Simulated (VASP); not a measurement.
Write the native input for VASP 6.6.1 that does the following.

| Property | Result |
| --- | --- |
| Task | relaxation of cell and atoms |
| Functional | RPBE |
| Potentials or basis | VASP PAW PBE potentials, release 64 (Ag) |
| Cutoff | 600 eV |
| k mesh | 18 × 18 × 18 |
| Occupations | gaussian, width 0.1 eV |
| Spin | no spin polarisation |
| Further INCAR settings | ALGO = Normal; EDIFF = 1e-07; IBRION = 2; EDIFFG = -0.005; NSW = 90; ISIF = 3 |

The structure of Ag lies in POSCAR:

```
Ag
1.0
   -1.6229757800      1.6229757800      1.6229757800
    1.6229757800     -1.6229757800      1.6229757800
    1.6229757800      1.6229757800     -1.6229757800
Ag
1
Direct
    0.0000000000      0.0000000000      0.0000000000
```

This isn't the form of Ag at room conditions, which is fcc.

The input as run:

INCAR

```
SYSTEM = Ag
PREC = Accurate
ENCUT = 600
EDIFF = 1E-7
ISMEAR = 0
SIGMA = 0.1
LREAL = .FALSE.
LASPH = .TRUE.
NELM = 100
ALGO = Normal
ISIF = 3
LWAVE = .FALSE.
LCHARG = .FALSE.
GGA = RP
IBRION = 2
NSW = 90
EDIFFG = -0.005
```

KPOINTS

```
Automatic mesh
0
G
  18 18 18
  0 0 0
```

Potentials or basis: VASP PAW PBE potentials, release 64 (Ag).

Run with:

```sh
$ cat potpaw_PBE.64/Ag/POTCAR > POTCAR
$ mpirun -np 1 vasp_std > vasp.out
```

It gave:

```json
{
 "Relaxed volume": "18.85 Å³/atom",
 "Relaxed cell": "a = 2.904 Å, b = 2.904 Å, c = 2.904 Å, α = 109.47°, β = 109.47°, γ = 109.47°",
 "Space group after relaxing (to 0.05 Å)": "Im-3m (No. 229)",
 "Energy gained by relaxing": "45.4 meV/atom",
 "Ionic steps": "3",
 "Pressure after relaxing": "0.0 GPa",
 "Band gap on the k mesh": "none (metal or under the smearing width)"
}
```

Caveat: the PAW data sets were made with another functional, which shifts forces and pressure a little.

It took 31 s on 1 thread of Intel(R) Xeon(R) 6975P-C (Granite Rapids), with other jobs on the host, peak memory 0.18 GiB.
